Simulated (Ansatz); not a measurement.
## Optical constants of ZrO₂

Computed with Ansatz, DFT PBE, scalar-relativistic, plane waves, PAW. Settings: 420 eV plane-wave cutoff, Γ-centred 8×8×8 mesh, Gaussian smearing of 0.01 eV. No spin polarisation.

Relaxed structure:
```
Zr O
1.0
     0.00000    2.55790    2.55790
     2.55790    0.00000    2.55790
     2.55790    2.55790    0.00000
Zr O
1 2
Direct
  0.00000 0.00000 0.00000
  0.25000 0.25000 0.25000
  0.75000 0.75000 0.75000
```

Independent-particle response (no local fields, no excitons) on a 12×12×12 mesh, broadened by 0.1 eV. Light polarised along x. The bands above those solved add 0.15 to ε₁ at zero frequency; that share is added as a constant.

Problem. Tabulate ε₁ and ε₂ against photon energy.

Solution.
```tsv
E (eV)	ε₁	ε₂
0.2	5.94	0.00
0.7	5.99	0.00
1.2	6.09	0.00
1.7	6.25	0.00
2.2	6.50	0.00
2.7	6.87	0.00
3.2	7.50	0.00
3.7	8.96	0.02
4.2	9.57	3.46
4.7	8.40	3.73
5.2	8.30	4.97
5.7	8.22	5.29
6.2	7.26	6.05
6.7	7.97	6.22
7.2	6.93	10.13
7.7	4.30	11.96
8.2	0.03	11.21
8.7	-4.57	8.05
9.2	-2.80	5.05
9.7	-1.94	4.50
10.2	-0.99	3.95
10.7	-2.39	3.44
11.2	-2.25	2.17
```

Problem. Where is the highest local maximum of ε₂ between 0.3 and 11 eV?

Solution. At 8.4 eV, where ε₂ = 12.4.

Problem. How do the static value and the gaps compare?

Solution. ε₁(0) = 5.94; on the self-consistent k mesh the Kohn–Sham gap is 3.32 eV and the least direct gap 3.75 eV.

This fluorite-type form isn't the usual stable structure of the compound.

Cost: 1 run of about 0.13 core-minutes, on Intel Xeon 6975P-C (Granite Rapids) (shared hosts).